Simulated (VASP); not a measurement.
P: equation of state with PBE

The system is P.

```xyz
4
Lattice="1.6477 -5.4650 0.0000 1.6477 5.4650 0.0000 0.0000 0.0000 4.5436" Properties=species:S:1:pos:R:3 pbc="T T T"
P     1.6477   -4.4173    2.6754
P     1.6477    4.4173    1.8683
P     1.6477   -1.0477    0.4035
P     1.6477    1.0477    4.1401
```

```yaml
Program: VASP 6.6.1
Task: equation of state
Functional: PBE
Potentials_or_basis: VASP PAW PBE potentials, release 64 (P)
Cutoff: 520 eV
k_mesh: 8 × 8 × 6
Occupations: fermi-dirac, width 0.05 eV
Spin: no spin polarisation
```

- Equilibrium volume: 20.94 Å³/atom
- Bulk modulus at fixed shape and positions: 70 GPa
- Pressure derivative of the bulk modulus: 4.3

Energy against volume, from the lowest point:
```
volume (Å³/atom)  energy (meV/atom)
          19.230              35.16
          19.639              19.55
          20.049               8.80
          20.458               2.43
          20.867               0.00
          21.276               1.12
          21.685               5.43
```

All runs of the series together: 11 min on 1 thread of AMD EPYC 9R45 (Zen 5) (shared host).

Caveat: the cell was scaled at fixed shape and fractional positions, which overstates the stiffness of a crystal with free parameters, most of all of layers and chains.
